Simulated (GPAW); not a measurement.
KF (Carobbiite):

```
K F
1.0
     0.00000    2.67185    2.67185
     2.67185    0.00000    2.67185
     2.67185    2.67185    0.00000
K F
1 1
Direct
  0.00000 0.00000 0.00000
  0.50000 0.50000 0.50000
```

Program: GPAW 26.7.0. Alike in all runs: task band structure; no spin polarisation; cell as given; k mesh 9 × 9 × 9; cutoff (eV) 800; smearing fermi-dirac 0.05 eV.

Question: Order these runs on this cell by their band gap on the k mesh, lowest first.
A. level r2SCAN; potentials or basis GPAW PAW data sets (gpaw-data 1.2.1), pw
B. level PBE; potentials or basis GPAW PAW data sets (gpaw-data 1.2.1), pw
C. level LDA; potentials or basis the program's PAW data sets (release 1.2.1) made for this functional, pw

Answer: C (5.80 eV), B (6.18 eV), A (6.83 eV).

